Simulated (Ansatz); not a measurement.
# As (R-3m) in Ansatz: further runs

Aim: see how the results for As move with the level of theory and the settings. Levels: LDA, PBE. Tasks: phonons, elastic constants.

Everything below comes from runs of Ansatz 0.2.0. Logs are shortened: lines on timing, memory, paths and dates and some standing lists are left out, and cuts for length are marked.

## 1. Starting point

It takes space group R-3m (No. 166, trigonal). Conventional cell: a = 3.762 Å, b = 3.762 Å, c = 10.542 Å, α = 90.00°, β = 90.00°, γ = 120.00°. Around As (site symmetry 3m) lie 3 As at 2.51 Å.

## 2. Phonons, LDA

input.yaml

```yaml
crystal:
  lattice:
    - [1.8807968987, 1.0858785957, 3.5140619945]
    - [-1.8807968987, 1.0858785957, 3.5140619945]
    - [0.0, -2.1717571915, 3.5140619945]
  atoms:
    - { symbol: As, position: [0.226, 0.226, 0.226] }
    - { symbol: As, position: [0.774, 0.774, 0.774] }
hamiltonian:
  xc: lda
  pseudopotentials: { kind: paw }
kpoints:
  mp_grid: { grid: [7, 7, 7] }
scf:
  occupations: { method: fermi_dirac, width: 0.05 }
phonons:
  method: dfpt
```

Potentials or basis: Ansatz PAW.

Launch:

```bash
$ ansatz run input.yaml --threads 2 --pin off --max-ram 5632MiB --backend cpu --events-out ev --progress --plain --runs-dir out
```

Output:

```text
Warning: RAYON_NUM_THREADS=2 ignored (pool sized by the plan → 2); use --threads N
Engine: ansatz 0.2.0, aarch64-unknown-linux-gnu
Pseudopotentials: kind: paw
Pseudopotential: As, paw, valence charge 15, recommended cutoff 420 eV (normal), As.paw.azcp
Functional definition: SPW92
  exchange = slater_x
  correlation = pw_c
Crystal: 2 atoms, lattice volume = 43.061 Å³
Basis set: ecut = 420 eV, 845 PW (Γ), exchange–correlation on 60×60×60 points (8 copies of the dense FFT grid, shifted against one another)
Bands: 19, of which v1, the nominal top of the filled ones, is band 15 counted from 1 (14 counted from 0)
Symmetry: 12 space group operations
k-points: 100 of 343 (irreducible under 2 space group operations, time reversal used)
Non-local potential: As, projectors of the file, l = 0: 2, l = 1: 2, l = 2: 3, l = 3: 1
PAW form: soft (Blöchl's): semilocal exchange-correlation on the pseudo side does not see the compensation charge
PAW frozen core: As, regenerated for the run's functional, and the local potential with it (the file was generated under x = pbe(κ = 0.804, μ = 0.2195149727645171), c = pbe(β = 0.06672455060314922))
PAW one-centre angular grid: As, 590 points (default); XC on 64 Gauss nodes
Initial density: superposition of atomic densities (neutral atoms: chi_scale 0, normalization atom), corrected by the library's trained network
Initial wavefunctions: pseudopotential atomic-orbital guess
Functional: x = slater, c = lda
SCF iter   1: F=—  HF=-9547.346510 eV  |F-HF|=—  |Δ(HF+E_count)|=         —  Δρ=4.95e-3  dr2=4.64e-3  ethr=1.77e-3  ⟨swp⟩=5.9  Hψ=8997  notcnv=0
preconditioner: auto → Kerker (q_TF=auto, 2.569 Å⁻¹)  [metal: Δε(μ)=0.026 eV  Ē_g=10.241 eV  σ=0.050 eV  W_gap=0.13  n_scr=14 (ndim 8)  ℏωp=17.9 eV  f_vac=0.007  D(μ)=0.35/eV (n_scr^D=0)]
SCF iter   2: F=—  HF=-9547.344733 eV  |F-HF|=—  |Δ(HF+E_count)|=   1.78e-3  Δρ=2.90e-3  dr2=1.80e-3  ethr=1.55e-5  ⟨swp⟩=1.2  Hψ=2791  notcnv=0
SCF iter   3: F=—  HF=-9547.344196 eV  |F-HF|=—  |Δ(HF+E_count)|=   5.37e-4  Δρ=3.94e-4  dr2=7.22e-5  ethr=6.00e-6  ⟨swp⟩=2.5  Hψ=2460  notcnv=0
SCF iter   4: F=—  HF=-9547.344163 eV  |F-HF|=—  |Δ(HF+E_count)|=   3.31e-5  Δρ=6.52e-5  dr2=3.26e-6  ethr=2.41e-7  ⟨swp⟩=2.0  Hψ=3402  notcnv=0
SCF iter   5: F=—  HF=-9547.344161 eV  |F-HF|=—  |Δ(HF+E_count)|=   2.35e-6  Δρ=7.19e-5  dr2=2.58e-6  ethr=1.09e-8  ⟨swp⟩=2.0  Hψ=3402  notcnv=0
SCF iter   6: F=—  HF=-9547.344157 eV  |F-HF|=—  |Δ(HF+E_count)|=   3.20e-6  Δρ=3.10e-5  dr2=6.26e-7  ethr=8.60e-9  ⟨swp⟩=2.0  Hψ=3402  notcnv=0
SCF iter   7: F=—  HF=-9547.344157 eV  |F-HF|=—  |Δ(HF+E_count)|=   4.76e-7  Δρ=7.83e-6  dr2=5.58e-8  ethr=2.09e-9  ⟨swp⟩=2.0  Hψ=3402  notcnv=0
SCF iter   8: F=—  HF=-9547.344157 eV  |F-HF|=—  |Δ(HF+E_count)|=   1.41e-8  Δρ=1.52e-6  dr2=2.03e-9  ethr=1.86e-10  ⟨swp⟩=3.0  Hψ=3432  notcnv=0
SCF iter   9: F=—  HF=-9547.344157 eV  |F-HF|=—  |Δ(HF+E_count)|=  3.29e-10  Δρ=2.08e-7  dr2=3.46e-11  ethr=6.78e-12  ⟨swp⟩=2.0  Hψ=2073  notcnv=0
SCF iter  10: F=-9547.344157 eV  HF=-9547.344157 eV  |F-HF|=3.64e-12  |Δ(HF+E_count)|=  3.64e-12  Δρ=3.96e-8  dr2=7.90e-13  ethr=1.00e-12  ⟨swp⟩=5.0  Hψ=7235  notcnv=0
SCF 1 converged in 10 iterations: F = -9547.344157 eV  dr2 = 7.90e-13
DFPT response loops at Γ: preconditioner auto → Kerker (q_TF=auto, 2.569 Å⁻¹) (partly filled bands, converged f_vac=0.004); β = 1.00, the filter's whole step (`scf.mixing.beta` (0.50) is not read by the response loops under this deck's `scf.mixing.preconditioner`; to damp them name `kerker` or `kerker_dos`, under which they read `scf.mixing.beta`, and type it under 1.00, their step now; both keys bind the ground state too); Broyden in place of MSR1
SCF converged after 10 iterations
Free energy (F): -9547.344157 eV
Harris-Foulkes:  -9547.344157 eV  (|F-HF|=3.64e-12)
Internal energy: -9547.341698 eV  (E = F + TS)
E sigma→0 (E₀):  -9547.342927 eV
Entropy (-TS):   -0.002459 eV (-1.230 meV/atom)
Fermi energy:    10.405519 eV
--- Per-component energies (eV) ---
  E_band       = -478.632289
  E_kinetic    = 206.399920
  E_local      = -3361.972309  (includes V_loc(G=0)·N_el)
  E_nonlocal   = -1330.903908
  E_hartree    = 1855.742270
  E_xc         = -158.277683
  E_vxc        = -159.488129  (∫ρ·V_xc dr)
  E_paw        = -3506.073034  (= ΣΔE_a)
  E_vpaw       = 455.847547  (= ΣTr[D̂ρ^β])
  E_aug_tail   = 0.000018  (compensation charges beyond the density's cutoff)
  E_ewald      = -3256.407433
  E_core_change = 4.150460  (= ΣΔE_core)
  E_smearing   = -0.002459  (= −TS)
  E_closure    = -0.000000  (closes the sum)
  Σ components = -9547.344157   (vs F -9547.344157, Δ=0.00e0)
--- Band table (eV; the first three rows and the last of 100) ---
  k-point 0: bands = ["-25.9733", "-25.9733", "-25.9266", "-25.9266", "-25.8945", "-25.8561", "-25.8561", "-25.8454", "-25.8115", "-25.8115", "-4.6502", "4.5048", "7.9583", "8.4181", "8.4181", "12.0221", "13.3153", "13.3153", "17.3692"]
  k-point 1: bands = ["-25.9712", "-25.9674", "-25.9245", "-25.9221", "-25.8929", "-25.8590", "-25.8568", "-25.8493", "-25.8164", "-25.8142", "-4.3778", "3.6318", "7.8921", "8.2225", "8.4682", "12.2641", "12.9133", "13.1020", "16.1919"]
  k-point 2: bands = ["-25.9662", "-25.9514", "-25.9194", "-25.9105", "-25.8884", "-25.8673", "-25.8642", "-25.8557", "-25.8278", "-25.8207", "-3.5767", "1.7444", "7.6144", "7.8598", "9.0744", "11.3093", "12.0620", "12.4302", "16.7995"]
  k-point 99: bands = ["-25.9621", "-25.9582", "-25.9208", "-25.9185", "-25.8899", "-25.8606", "-25.8583", "-25.8513", "-25.8277", "-25.8248", "-3.1647", "0.5555", "6.4530", "8.0849", "9.7374", "11.8631", "12.0039", "13.9899", "17.9364"]
--- Phonons (Γ-DFPT): 2 representative perturbations + reference, on 100 of 343 k-points (Σ response iterations 6) ---
  k mesh reduced under 2 symmetry operations, with k and −k counted as one. Each operation leaves every solved perturbation unchanged. A smaller set is not used because it would not reduce the number of displacements times k-points to solve
  ASR residual: 1.500e-5 → 0.000e0 eV/Å²; symmetrization residual: 1.740e-5 eV/Å²
  ASR residual per site (eV/Å²): 1.50e-5 1.50e-5
  Γ frequencies (cm⁻¹): 0.00 0.00 0.00 190.01 190.01 253.52
  non-analytic LO–TO correction: not included (Born effective charges unavailable; polar crystals: no LO–TO splitting at Γ)
```

Run time: 22 s. Hardware: 2 threads of Arm Neoverse N1, shared host; peak memory 0.53 GiB.

Results:

```yaml
Free_energy: -9547.3442 eV
Band_gap_on_the_k_mesh: none (metal or under the smearing width)
Highest_phonon_frequency_at_Γ: 254 cm⁻¹
```

Phonon frequencies in cm⁻¹ (negative: imaginary):
```csv
q point,frequencies
"(0.000, 0.000, 0.000)",0 0 0 190 190 254
```

Caveat: the PAW data sets come from PBE, with cores solved anew for the run's functional, which leaves a small shift of forces and pressure.

## 3. Elastic constants, LDA

Edit input.yaml of step 2 so:

```diff
@@ -15,3 +15,7 @@
   occupations: { method: fermi_dirac, width: 0.05 }
-phonons:
-  method: dfpt
+output:
+  forces: true
+  stress: true
+elastic:
+  mode: relaxed_ion
+  stencil: two_point
```

Potentials or basis: Ansatz PAW.

Launch:

```bash
$ ansatz run input.yaml --threads 2 --pin off --max-ram 5632MiB --backend cpu --events-out ev --progress --plain --runs-dir out
```

Output:

```text
Warning: RAYON_NUM_THREADS=2 ignored (pool sized by the plan → 2); use --threads N
[... 6 set-up lines as earlier in the session ...]
Crystal: 2 atoms, lattice volume = 43.061 Å³
Basis set: ecut = 420 eV, 845 PW (Γ)
Bands: 19, of which v1, the nominal top of the filled ones, is band 15 counted from 1 (14 counted from 0)
[... 1 set-up line as earlier in the session ...]
Space group: R-3m (ITA 166), of the structure as read, at distance tolerance 3.5e-5 Å
k-points: 44 of 343
[... 2 set-up lines as earlier in the session ...]
[... 343 lines left out ...]
        33.380     33.380     26.008      0.000      0.000      0.000
       -16.940     16.940      0.000     30.836      0.000      0.000
         0.000     -0.000      0.000      0.000     30.836    -16.940
        -0.000      0.000     -0.000     -0.000    -16.898     30.777
  reference stress σ⁰ (GPa):      1.693      1.693      2.825     -0.000      0.000     -0.000
  C* (energy form; C + prestress term) asymmetry max|C*_kj − C*_jk| = 4.615e-2 GPa — a small one proves nothing (zero by symmetry where the batch's group is 432, −43m or m−3m); a large one is finite-difference/SCF noise where every solve meets its electron count
  moduli (Voigt/Reuss/Hill, GPa): K = 57.21/24.64/40.92   G = 27.73/14.87/21.30   E = 54.45   ν = 0.278
  mechanically stable: yes (min eigenvalue of sym C = 11.98 GPa)
  strain η (Voigt 11):  stress-route row diagonal C_11 = 119.02 GPa, energy-path curvature d²(F+E_count+ΔE)/dδ²/Ω₀ = 118.89 GPa
         δ    σ_11 (GPa)             F (eV)   n_scf  n_hpsi   n_pw
    -2.000e-3       1.4534       -9547.3478890       2   15821    855   relax 4 steps, max|allowed force component| 1.38e-5 eV/Å
     2.000e-3       1.9295       -9547.3460674       2   15943    855   relax 3 steps, max|allowed force component| 1.45e-6 eV/Å
  strain η (Voigt 33):  stress-route row diagonal C_33 = 26.01 GPa, energy-path curvature d²(F+E_count+ΔE)/dδ²/Ω₀ = 25.99 GPa
         δ    σ_33 (GPa)             F (eV)   n_scf  n_hpsi   n_pw
    -2.000e-3       2.7725       -9547.3485446       2    7016    852   relax 2 steps, max|allowed force component| 7.49e-6 eV/Å
     2.000e-3       2.8766       -9547.3455105       2    7037    861   relax 2 steps, max|allowed force component| 6.92e-6 eV/Å
  strain η (Voigt 23):  stress-route row diagonal C_44 = 30.84 GPa, energy-path curvature d²(F+E_count+ΔE)/dδ²/Ω₀ = 29.72 GPa
         δ    σ_23 (GPa)             F (eV)   n_scf  n_hpsi   n_pw
    -2.000e-3      -0.0619       -9547.3470262       2   16225    855   relax 3 steps, max|allowed force component| 4.51e-5 eV/Å
     2.000e-3       0.0615       -9547.3470263       2   15934    855   relax 2 steps, max|allowed force component| 1.17e-5 eV/Å
```

elastic.tsv:

```text
[... 17 lines left out ...]
6	-4.4491463992e-17	1.4830487997e-17	-1.0007912376e-39	-7.0339503450e-29	-1.6897729956e1	3.0776909189e1	-1.6029702314e-16	-1.0097507116e-16	-1.1580555915e-16	-7.0339503450e-29	-1.6897729956e1	3.0776909189e1	-3.3545681115e-22	1.1181893705e-22	-7.5457673692e-45	-5.3034590026e-34	-1.8126045782e-2	-2.1658095872e-4
```

elastic_members.tsv:

```text
# convention: tension-positive GPa; Voigt order 11 22 33 23 13 12; engineering shear strains; stresses and constants hold the Pulay correction, whose part of sigma0, of c and of each member's stress the lines and columns named pulay_correction_..._gpa give (of c_energy it is that of c and, on the columns of strains 1 to 3, that of sigma0; of a layer's constants it is that of c in the plane, times a tenth of its plane spacing in ang); where a line pulay_correction_withheld stands none holds it
[... 13 lines left out ...]
3	2.0000000000e-3	1.6594246682e0	1.7270223581e0	2.8245700026e0	6.1478407487e-2	0.0000000000e0	0.0000000000e0	-9.5473470263e3	-9.5473457984e3	2	15934	855	2	1.1745701082e-5	0.0000000000e0	-3.2032099930e-2	-3.1941314873e-2	-3.1699705949e-2	-2.0619776527e-5	-0.0000000000e0	-0.0000000000e0	3.4530454284e-6	0.0000000000e0
```

It took 66 s on 2 threads of Arm Neoverse N1, shared host; peak memory 0.37 GiB.

Results:

```yaml
Free_energy: -9547.3470 eV
Pressure: -2.1 GPa
Band_gap_on_the_k_mesh: none (metal or under the smearing width)
Voigt_bulk_modulus: 57 GPa
```

Stress tensor (GPa, compression positive):
```
-1.69  0.00  0.00
 0.00 -1.69  0.00
 0.00  0.00 -2.83
```

Levels at points of the mesh, in eV from the Fermi level:
```csv
k point,band 13,band 14,band 15,band 16,band 17,band 18
"(0.00, 0.00, 0.00)",-2.53,-1.94,-1.94,1.75,2.93,2.93
```

Elastic tensor in Voigt notation (GPa, in the Cartesian axes of the cell as first typed):
```
119  57  35 -17   0   0
 57 119  35  17   0   0
 33  33  26   0   0   0
-17  17   0  31   0   0
  0   0   0   0  31 -17
  0   0   0   0 -17  31
```

Caveat: elastic constants of metals need much finer meshes, so these are rough; the PAW data sets come from PBE, with cores solved anew for the run's functional, which leaves a small shift of forces and pressure.

## 4. Phonons, PBE

Edit input.yaml of step 3 so:

```diff
@@ -9,3 +9,3 @@
 hamiltonian:
-  xc: lda
+  xc: pbe
   pseudopotentials: { kind: paw }
@@ -15,7 +15,3 @@
   occupations: { method: fermi_dirac, width: 0.05 }
-output:
-  forces: true
-  stress: true
-elastic:
-  mode: relaxed_ion
-  stencil: two_point
+phonons:
+  method: dfpt
```

Potentials or basis: Ansatz PAW.

Launch:

```bash
$ ansatz run input.yaml --threads 2 --pin off --max-ram 5632MiB --backend cpu --events-out ev --progress --plain --runs-dir out
```

Output:

```text
Warning: RAYON_NUM_THREADS=2 ignored (pool sized by the plan → 2); use --threads N
[... 3 set-up lines as earlier in the session ...]
Functional definition: PBE
  parameter kappa = 0.804
  parameter beta = 0.06672455060314922
  exchange = pbe_x(kappa = kappa, mu = beta*pi^2/3)
  correlation = pbe_c(beta = beta)
Crystal: 2 atoms, lattice volume = 43.061 Å³
Basis set: ecut = 420 eV, 845 PW (Γ), exchange–correlation on 60×60×60 points (8 copies of the dense FFT grid, shifted against one another)
Bands: 19, of which v1, the nominal top of the filled ones, is band 15 counted from 1 (14 counted from 0)
[... 1 set-up line as earlier in the session ...]
k-points: 100 of 343 (irreducible under 2 space group operations, time reversal used)
[... 5 set-up lines as earlier in the session ...]
Functional: x = pbe(κ = 0.804, μ = 0.2195149727645171), c = pbe(β = 0.06672455060314922)
SCF iter   1: F=—  HF=-9712.271824 eV  |F-HF|=—  |Δ(HF+E_count)|=         —  Δρ=1.24e-3  dr2=3.70e-4  ethr=1.77e-3  ⟨swp⟩=5.9  Hψ=9031  notcnv=0
preconditioner: auto → Kerker (q_TF=auto, 2.569 Å⁻¹)  [metal: Δε(μ)=0.026 eV  Ē_g=10.265 eV  σ=0.050 eV  W_gap=0.13  n_scr=14 (ndim 8)  ℏωp=17.9 eV  f_vac=0.007  D(μ)=0.35/eV (n_scr^D=0)]
SCF iter   2: F=—  HF=-9712.271883 eV  |F-HF|=—  |Δ(HF+E_count)|=   5.86e-5  Δρ=7.92e-4  dr2=1.58e-4  ethr=1.23e-6  ⟨swp⟩=2.0  Hψ=4192  notcnv=0
SCF iter   3: F=—  HF=-9712.272018 eV  |F-HF|=—  |Δ(HF+E_count)|=   1.35e-4  Δρ=4.07e-4  dr2=5.61e-5  ethr=5.25e-7  ⟨swp⟩=2.0  Hψ=3392  notcnv=0
SCF iter   4: F=—  HF=-9712.272070 eV  |F-HF|=—  |Δ(HF+E_count)|=   5.28e-5  Δρ=1.02e-4  dr2=5.66e-6  ethr=1.87e-7  ⟨swp⟩=2.0  Hψ=2402  notcnv=0
SCF iter   5: F=—  HF=-9712.272070 eV  |F-HF|=—  |Δ(HF+E_count)|=   7.70e-7  Δρ=3.01e-5  dr2=6.37e-7  ethr=1.89e-8  ⟨swp⟩=2.0  Hψ=3402  notcnv=0
SCF iter   6: F=—  HF=-9712.272070 eV  |F-HF|=—  |Δ(HF+E_count)|=   2.16e-7  Δρ=1.22e-5  dr2=6.80e-8  ethr=2.12e-9  ⟨swp⟩=2.0  Hψ=3402  notcnv=0
SCF iter   7: F=—  HF=-9712.272070 eV  |F-HF|=—  |Δ(HF+E_count)|=   2.58e-8  Δρ=3.21e-6  dr2=5.02e-9  ethr=2.27e-10  ⟨swp⟩=2.0  Hψ=3402  notcnv=0
SCF iter   8: F=—  HF=-9712.272070 eV  |F-HF|=—  |Δ(HF+E_count)|=  4.37e-10  Δρ=6.53e-7  dr2=2.43e-10  ethr=1.67e-11  ⟨swp⟩=2.0  Hψ=3402  notcnv=0
SCF iter   9: F=—  HF=-9712.272070 eV  |F-HF|=—  |Δ(HF+E_count)|=  1.49e-10  Δρ=3.01e-7  dr2=3.07e-11  ethr=1.00e-12  ⟨swp⟩=2.0  Hψ=3402  notcnv=0
SCF iter  10: F=-9712.272070 eV  HF=-9712.272070 eV  |F-HF|=3.64e-12  |Δ(HF+E_count)|=  2.91e-11  Δρ=5.04e-8  dr2=1.06e-12  ethr=1.00e-12  ⟨swp⟩=5.0  Hψ=8190  notcnv=0
SCF 1 converged in 10 iterations: F = -9712.272070 eV  dr2 = 1.06e-12
DFPT response loops at Γ: preconditioner auto → Kerker (q_TF=auto, 2.569 Å⁻¹) (partly filled bands, converged f_vac=0.006); β = 1.00, the filter's whole step (`scf.mixing.beta` (0.50) is not read by the response loops under this deck's `scf.mixing.preconditioner`; to damp them name `kerker` or `kerker_dos`, under which they read `scf.mixing.beta`, and type it under 1.00, their step now; both keys bind the ground state too); Broyden in place of MSR1
SCF converged after 10 iterations
Free energy (F): -9712.272070 eV
Harris-Foulkes:  -9712.272070 eV  (|F-HF|=3.64e-12)
Internal energy: -9712.269617 eV  (E = F + TS)
E sigma→0 (E₀):  -9712.270843 eV
Entropy (-TS):   -0.002453 eV (-1.227 meV/atom)
Fermi energy:    10.775745 eV
--- Per-component energies (eV) ---
  E_band       = -467.102522
  E_kinetic    = 205.416936
  E_local      = -3345.600489  (includes V_loc(G=0)·N_el)
  E_nonlocal   = -1341.425324
  E_hartree    = 1853.600221
  E_xc         = -158.758869
  E_vxc        = -158.819530  (∫ρ·V_xc dr)
  E_paw        = -3669.094674  (= ΣΔE_a)
  E_vpaw       = 466.125501  (= ΣTr[D̂ρ^β])
  E_aug_tail   = 0.000016  (compensation charges beyond the density's cutoff)
  E_ewald      = -3256.407433
  E_smearing   = -0.002453  (= −TS)
  E_closure    = -0.000000  (closes the sum)
  Σ components = -9712.272070   (vs F -9712.272070, Δ=0.00e0)
--- Band table (eV; the first three rows and the last of 100) ---
  k-point 0: bands = ["-25.5622", "-25.5622", "-25.5166", "-25.5166", "-25.4825", "-25.4457", "-25.4457", "-25.4335", "-25.4003", "-25.4003", "-4.3142", "4.9404", "8.2696", "8.7152", "8.7152", "12.3649", "13.6579", "13.6579", "17.6721"]
  k-point 1: bands = ["-25.5602", "-25.5563", "-25.5144", "-25.5121", "-25.4811", "-25.4486", "-25.4462", "-25.4375", "-25.4050", "-25.4029", "-4.0409", "4.0405", "8.1966", "8.5179", "8.7898", "12.6179", "13.2771", "13.4478", "16.5150"]
  k-point 2: bands = ["-25.5552", "-25.5405", "-25.5090", "-25.5003", "-25.4771", "-25.4568", "-25.4526", "-25.4448", "-25.4162", "-25.4095", "-3.2371", "2.1195", "7.9222", "8.1521", "9.4141", "11.6778", "12.4186", "12.7727", "17.1665"]
  k-point 99: bands = ["-25.5511", "-25.5472", "-25.5107", "-25.5084", "-25.4781", "-25.4501", "-25.4477", "-25.4396", "-25.4163", "-25.4136", "-2.8254", "0.9193", "6.7722", "8.3801", "10.0913", "12.2403", "12.3368", "14.3409", "18.3007"]
--- Phonons (Γ-DFPT): 2 representative perturbations + reference, on 100 of 343 k-points (Σ response iterations 6) ---
  k mesh reduced under 2 symmetry operations, with k and −k counted as one. Each operation leaves every solved perturbation unchanged. A smaller set is not used because it would not reduce the number of displacements times k-points to solve
  ASR residual: 5.212e-5 → 0.000e0 eV/Å²; symmetrization residual: 3.271e-5 eV/Å²
  ASR residual per site (eV/Å²): 5.21e-5 5.21e-5
  Γ frequencies (cm⁻¹): 0.00 0.00 0.00 198.57 198.57 259.53
  non-analytic LO–TO correction: not included (Born effective charges unavailable; polar crystals: no LO–TO splitting at Γ)
```

It took 22 s on 2 threads of Arm Neoverse N1, shared host; peak memory 0.55 GiB.

Results:

```yaml
Free_energy: -9712.2721 eV
Band_gap_on_the_k_mesh: none (metal or under the smearing width)
Highest_phonon_frequency_at_Γ: 260 cm⁻¹
```

Phonon frequencies in cm⁻¹ (negative: imaginary):
```csv
q point,frequencies
"(0.000, 0.000, 0.000)",0 0 0 199 199 260
```

## 5. The runs side by side

| task | level | atoms under strain | gap on the mesh (eV) |
| --- | --- | --- | --- |
| phonons | LDA | - | none |
| elastic constants | LDA | relaxed | none |
| phonons | PBE | - | none |

Alike in all rows: potentials or basis Ansatz PAW; no spin polarisation; cell as given; k mesh 7 × 7 × 7; cutoff (eV) 420; smearing fermi-dirac 0.05 eV.

Every run on the cell as given and a fine mesh finds a metal.

Caveats: the PAW data sets come from PBE, with cores solved anew for the run's functional, which leaves a small shift of forces and pressure (some runs); elastic constants of metals need much finer meshes, so these are rough (some runs).

Absolute energies hang on the potentials; compare differences alone.
